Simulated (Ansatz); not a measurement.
# fcc against bcc along groups 8 to 10

These are results of DFT, revPBE, plane waves (420 eV) with PAW, scalar-relativistic in Ansatz, not measurements. (PAW data from PBE, frozen cores regenerated.)

Each structure is relaxed within its symmetry, in the lowest magnetic state of the tried starts. Differences under about 8 meV lie within the error of the k-point mesh.

```json
{"element": "Ru", "E(fcc) − E(bcc) (meV/atom)": "-503", "V(fcc) (Å³/atom)": "14.00", "V(bcc) (Å³/atom)": "14.41", "state of fcc": "spin not included", "state of bcc": "spin not included"}
{"element": "Os", "E(fcc) − E(bcc) (meV/atom)": "-743", "V(fcc) (Å³/atom)": "14.46", "V(bcc) (Å³/atom)": "14.91", "state of fcc": "spin not included", "state of bcc": "spin not included"}
{"element": "Rh", "E(fcc) − E(bcc) (meV/atom)": "-340", "V(fcc) (Å³/atom)": "14.24", "V(bcc) (Å³/atom)": "14.71", "state of fcc": "non-magnetic", "state of bcc": "spin not included"}
{"element": "Ir", "E(fcc) − E(bcc) (meV/atom)": "-631", "V(fcc) (Å³/atom)": "14.63", "V(bcc) (Å³/atom)": "15.20", "state of fcc": "non-magnetic", "state of bcc": "spin not included"}
{"element": "Ni", "E(fcc) − E(bcc) (meV/atom)": "-97", "V(fcc) (Å³/atom)": "11.12", "V(bcc) (Å³/atom)": "11.22", "state of fcc": "ferromagnetic", "state of bcc": "ferromagnetic"}
{"element": "Pd", "E(fcc) − E(bcc) (meV/atom)": "-43", "V(fcc) (Å³/atom)": "15.69", "V(bcc) (Å³/atom)": "15.76", "state of fcc": "spin not included", "state of bcc": "non-magnetic"}
{"element": "Pt", "E(fcc) − E(bcc) (meV/atom)": "-93", "V(fcc) (Å³/atom)": "15.85", "V(bcc) (Å³/atom)": "16.05", "state of fcc": "spin not included", "state of bcc": "spin not included"}
```
